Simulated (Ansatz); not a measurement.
Hg: what changed settings do

All trials start from this Ansatz input:

```yaml
crystal:
  lattice:
    - [3.4618096384, 0.0, 0.0]
    - [-1.7309048192, 2.9980150899, 0.0]
    - [0.0, 0.0, 5.48754828]
  atoms:
    - { symbol: Hg, position: [0.66666667, 0.33333333, 0.75] }
    - { symbol: Hg, position: [0.33333333, 0.66666667, 0.25] }
basis:
  ecutwfc: 420
kpoints:
  mp_grid: { grid: [6, 6, 4] }
hamiltonian:
  xc: pbe
scf:
  occupations: { method: gaussian, width: 0.1 }
output:
  forces: true
  stress: true
  eigenvalues: true
```

Command:

```bash
ansatz run input.yaml --threads 1 --pin off --max-ram 1331MiB --backend cpu --events-out ev --progress --plain --runs-dir out
```

The run converges in 6 SCF iterations on 21 irreducible k-points: pressure 1.17 GPa, no gap.

These settings were drawn at random to show what each does; none of the numbers is a converged property of the crystal. Each trial's input is given as a difference from the reference's; energies are extrapolated to zero smearing where there is one, and pressure is positive in compression. Charged cells sit in a uniform background, and their pressures hang on that convention.

Trial 1 (strained):

```diff
 crystal:
   lattice:
-    - [3.4618096384, 0.0, 0.0]
-    - [-1.7309048192, 2.9980150899, 0.0]
-    - [0.0, 0.0, 5.48754828]
+    - [3.4440108928, -0.0342330899, -0.0048412048]
+    - [-1.7516521719, 3.0024362371, -0.0225860903]
+    - [-0.0076741207, -0.0457720957, 5.5536516946]
 basis:
+  ecutrho_ratio: 8
```

How does this run end?

The run converges in 6 SCF iterations on 76 irreducible k-points: energy 1.17 meV per atom below the reference, pressure 1.10 GPa, largest force 0.014 eV/Å, no gap.

Trial 2:

```diff
 basis:
-  ecutwfc: 420
+  ecutwfc: "23 Ry"
 scf:
-  occupations: { method: gaussian, width: 0.1 }
+  occupations: { method: tetrahedron_uncorrected }
+  max_iter: 30
+  convergence: { dr2_threshold: "1e-9 eV" }
```

What happens?

The run converges in 8 SCF iterations on 21 irreducible k-points: energy 53.7 meV per atom above the reference, pressure 1.44 GPa, no gap. It warns that the printed bands weren't solved further after the SCF; that the cutoff lies under the recommended one, 420 eV for these potentials; that the SCF threshold is loose for the stress.

Trial 3:

```diff
 scf:
-  occupations: { method: gaussian, width: 0.1 }
+  occupations: { method: gaussian, width: 0 }
+  mixing: { algorithm: anderson, beta: 0.51, ndim: 6, preconditioner: ldos }
+  initial_density: { chi_scale: 0, normalization: atom }
+  convergence: { dr2_threshold: "1e-2 eV" }
+  max_iter: 91
```

What does the program give?

The program refuses the input:

```text
Error: inconsistent input (scf.mixing.preconditioner, scf.occupations.method): ldos needs the smeared local DOS at the Fermi level to build its model. With no smearing kernel (method: fixed, a smearing width below the step floor, tetrahedron integration, or explicit occupations) the LDOS field is never tabulated …
```

Next try, with these keys changed back:

```diff
 scf:
-  occupations: { method: gaussian, width: 0 }
+  occupations: { method: gaussian, width: 0.1 }
```

The run converges in 3 SCF iterations on 21 irreducible k-points: energy 0.10 meV per atom above the reference, pressure 1.16 GPa, no gap. It warns that the SCF threshold is loose for the forces; that not every printed level is settled; that the SCF threshold is loose for the stress.

Trial 4:

```diff
 crystal:
   atoms:
-    - { symbol: Hg, position: [0.66666667, 0.33333333, 0.75] }
+    - { symbol: Hg, position: [0.6666666667, 0.3333333333, 0.75], spin: 1.0 }
 kpoints:
-  mp_grid: { grid: [6, 6, 4] }
+  mp_grid: { kspacing: 0.83 }
 scf:
+  lower_state_search: "off"
+  n_extra_bands: 2
+  mixing: { beta: 0.051, ndim: 2, preconditioner: kerker }
+  convergence: { dr2_threshold: "1e-6 eV" }
+  max_iter: 90
 output:
+  populations: true
+magnetization:
+  spin_polarized: true
+  magnetic_field: 100
```

What happens?

The run converges in 24 SCF iterations on 6 irreducible k-points: pressure 1.35 GPa, no gap, cell moment 0.03 μB (in the typed magnetic field). It warns that the SCF threshold is loose for the forces; that the bands leave little room for a larger moment; that the starting moments were lost; that the SCF threshold is loose for the stress.

Trial 5 (strained):

```diff
 crystal:
   lattice:
-    - [3.4618096384, 0.0, 0.0]
-    - [-1.7309048192, 2.9980150899, 0.0]
-    - [0.0, 0.0, 5.48754828]
+    - [3.4821350825, -0.0121789163, -0.0095873242]
+    - [-1.7516147921, 2.9939502827, -0.0023415262]
+    - [-0.0151975151, -0.0130602045, 5.4514292982]
+total_charge: -1
 kpoints:
-  mp_grid: { grid: [6, 6, 4] }
+  mp_grid: { grid: [4, 1, 3] }
 hamiltonian:
+  hubbard:
+    sites: [{ species: Hg, l: d, u_eff: 2.5 }]
+    projectors: ortho-atomic
+  dispersion: d3bj
 scf:
+  n_extra_bands: 5
```

What does the program give?

The run converges in 9 SCF iterations on 7 irreducible k-points: pressure -13.39 GPa (with the neutralising background of the charged cell), largest force 0.101 eV/Å, no gap. It warns that the count of filled bands differs between k-points. Under a U the state reached may not be the lowest.

Trial 6 (volume scaled):

```diff
 crystal:
   lattice:
-    - [3.4618096384, 0.0, 0.0]
-    - [-1.7309048192, 2.9980150899, 0.0]
-    - [0.0, 0.0, 5.48754828]
+    - [3.3534446601, 0.0, 0.0]
+    - [-1.67672233, 2.9041682658, 0.0]
+    - [0.0, 0.0, 5.3157716336]
 kpoints:
-  mp_grid: { grid: [6, 6, 4] }
+  mp_grid: { grid: [3, 3, 1] }
+  band_path: { path: [[0, 0, 0], [0.5, 0, 0], [0.5, 0.5, 0.5]], npoints: 4 }
```

How does this run end?

The run converges in 6 SCF iterations on 3 irreducible k-points: energy 663 meV per atom above the reference, pressure 8.52 GPa, no gap.

Trial 7 (volume scaled):

```diff
 crystal:
   lattice:
-    - [3.4618096384, 0.0, 0.0]
-    - [-1.7309048192, 2.9980150899, 0.0]
-    - [0.0, 0.0, 5.48754828]
+    - [3.2362634491, 0.0, 0.0]
+    - [-1.6181317246, 2.8026863603, 0.0]
+    - [0.0, 0.0, 5.1300197812]
 kpoints:
-  mp_grid: { grid: [6, 6, 4] }
+  mp_grid: { kspacing: 0.53 }
 scf:
+  max_iter: 60
 output:
+  efg: {}
+accuracy: low
```

What happens?

The run converges in 6 SCF iterations on 10 irreducible k-points: energy 105 meV per atom above the reference, pressure 5.94 GPa, no gap. It warns that field gradients leave spin–orbit coupling out.

Trial 8:

```diff
+total_charge: 0.25
 hamiltonian:
-  xc: pbe
+  xc: blyp
 scf:
-  occupations: { method: gaussian, width: 0.1 }
+  occupations: { method: tetrahedron }
```

What happens?

The run converges in 7 SCF iterations on 21 irreducible k-points: pressure 2.58 GPa (with the neutralising background of the charged cell), no gap. It warns that the printed bands weren't solved further after the SCF; that forces and stress under tetrahedra may miss the energy's slope.

Trial 9 (strained):

```diff
 crystal:
   lattice:
-    - [3.4618096384, 0.0, 0.0]
-    - [-1.7309048192, 2.9980150899, 0.0]
-    - [0.0, 0.0, 5.48754828]
+    - [3.334714415, -0.1520174386, -0.0330416654]
+    - [-1.7990081712, 3.0323803616, -0.0592876509]
+    - [-0.0523765756, -0.1387593796, 4.97028587]
 basis:
-  ecutwfc: 420
+  ecutwfc: 52.0
 scf:
-  occupations: { method: gaussian, width: 0.1 }
+  occupations: { method: gaussian, width: 0.052 }
+  max_iter: 66
```

How does this run end?

The run converges in 9 SCF iterations on 76 irreducible k-points: energy 927 eV per atom above the reference, pressure -5361 GPa (unreliable at so low a cutoff), largest force 1.866 eV/Å (unreliable too), no gap. It warns that the cutoff lies under the recommended one, 420 eV for these potentials.

Trial 10:

```diff
 basis:
-  ecutwfc: 420
+  ecutwfc: "10 Ha"
+  ecutrho_ratio: 3
 scf:
+  n_extra_bands: 0
+  max_iter: 94
 output:
+  populations: true
+magnetization:
+  spin_polarized: true
+  initial_magnetization: 5.0
```

How does this run end?

The program refuses the input:

```text
Error: inconsistent input (scf.n_extra_bands): n_bands = 20 cannot host the net starting moment |Σ_I m_I| = 5.0000 μB: with N_el = 40 the majority spin channel must hold (N_el + |M|)/2 = 22.5000 electrons at no more than one per band — at least 23 bands (20 bands cap the reachable moment at 2·n_bands − N_el = 0.0000 μB) …
```

Next try, with these keys changed back:

```diff
 scf:
-  n_extra_bands: 0
```

The run converges in 13 SCF iterations on 21 irreducible k-points: energy 500 meV per atom above the reference, pressure 1.92 GPa, no gap, cell moment 0.00 μB. It warns that the cutoff lies under the recommended one, 420 eV for these potentials; that the starting moments were lost.

Trial 11:

```diff
 crystal:
   atoms:
-    - { symbol: Hg, position: [0.33333333, 0.66666667, 0.25] }
+    - { symbol: Hg, position: [0.3333333333, 0.6666666667, 0.25], spin: 0.1 }
 hamiltonian:
+  dispersion: d3bj
 scf:
-  occupations: { method: gaussian, width: 0.1 }
+  occupations: { method: gaussian, width: 0.13 }
+  lower_state_search: "off"
 output:
+  populations: true
+magnetization:
+  spin_polarized: true
+  magnetic_field: 300
```

What happens?

The run converges in 14 SCF iterations on 21 irreducible k-points: pressure -0.86 GPa, no gap, cell moment 0.00 μB (in the typed magnetic field). It warns that the starting moments were lost.

Trial 12:

```diff
 hamiltonian:
+  hubbard:
+    sites: [{ species: Hg, l: d, u: 5.0, j: 0.32 }]
+    projectors: ortho-atomic
```

What happens?

The run converges in 6 SCF iterations on 21 irreducible k-points: pressure 1.77 GPa, no gap. It warns that the count of filled bands differs between k-points.